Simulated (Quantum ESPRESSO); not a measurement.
## Zn under changes of volume

One of the cells (15.330 Å³/atom); the others are scaled copies at fixed shape and fractional positions:

```
Zn
1.0
     2.67000    0.00000    0.00000
    -1.33500    2.31229    0.00000
     0.00000    0.00000    4.96600
Zn
2
Direct
  0.66667 0.33333 0.75000
  0.33333 0.66667 0.25000
```

| Item | Value |
| --- | --- |
| Program | Quantum ESPRESSO 7.5 |
| Functional | r2SCAN |
| Potentials or basis | SG15 PBE 1.2 |
| Cutoff | 952 eV |
| Density cutoff | 3810 eV |
| k mesh | 7 × 7 × 4 |
| Occupations | fermi-dirac, width 0.05 eV |
| Spin | no spin polarisation |

```csv
volume (Å³/atom),energy over the lowest point (meV/atom),pressure (GPa)
14.410,0.00,0.7
14.716,?,?
15.023,3.80,-2.8
15.330,10.34,-4.3
15.636,19.48,-5.5
15.943,30.87,-6.6
16.249,44.27,-7.6
```

Task: What does the run at 14.716 Å³/atom give?

Result: Energy over the lowest point 0.21 meV/atom; pressure -1.2 GPa.

Worked out: A Birch-Murnaghan fit of order 3 (a polynomial in V^(-2/3)) to the other rows has its minimum at 14.54 Å³/atom with B0 = V·E''(V) = 90 GPa and B' = 5.1 at fixed shape and positions, which overstates the stiffness. It gives 0.22 meV/atom at 14.716 Å³/atom, against the run's 0.21, and -dE/dV = -1.0 GPa, against -1.2.

Energies are extrapolated to zero smearing.

Caveats: all runs use coarse meshes; the potentials were made for another functional, which shifts forces and pressure.
